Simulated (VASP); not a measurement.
A run of VASP 6.6.1 is set up as follows.

File INCAR:

```
  PREC = Accurate
  ENCUT = 600
  EDIFF = 1E-7
  ISMEAR = 0
  SIGMA = 0.02
  LREAL = False
  LASPH = True
  NELM = 80
  ALGO = Normal
  ISIF = 3
  LWAVE = False
  LCHARG = False
  GGA = RP
  IBRION = 2
  NSW = 90
  EDIFFG = -0.005
```

File KPOINTS:

```
Automatic mesh
0
Gamma
  10 10 10
```

Contents of POSCAR:

```
LiH
1.0
    0.0000000000      2.0086193900      2.0086193900
    2.0086193900      0.0000000000      2.0086193900
    2.0086193900      2.0086193900      0.0000000000
Li H
1 1
Direct
    0.0000000000      0.0000000000      0.0000000000
    0.5000000000      0.5000000000      0.5000000000
```

Potentials or basis: VASP PAW PBE potentials, release 64 (Li_sv, H).

Launch:

```console
$ cat potpaw_PBE.64/Li_sv/POTCAR potpaw_PBE.64/H/POTCAR > POTCAR
$ mpirun -np 1 vasp_std > vasp.out
```

Q: Predict the relaxed volume.

A: 8.32 Å³/atom.

Q: Predict the relaxed cell.

A: a = 2.866 Å, b = 2.866 Å, c = 2.866 Å, α = 60.00°, β = 60.00°, γ = 60.00°.

The path:
```tsv
step	energy change (eV)	largest force (eV/Å)	pressure (GPa)	volume (Å³)
1	0.0000	0.0000	0.95	16.21
2	-0.0006	0.0000	0.70	16.32
3	-0.0013	0.0000	0.11	16.60
4	-0.0013	0.0000	0.00	16.65
```

Caveat: the cutoff is under 1.25 times the usual one of these potentials, so pressure, stress and relaxed cells hold a basis-set (Pulay) error; the PAW data sets were made with another functional, which shifts forces and pressure a little.
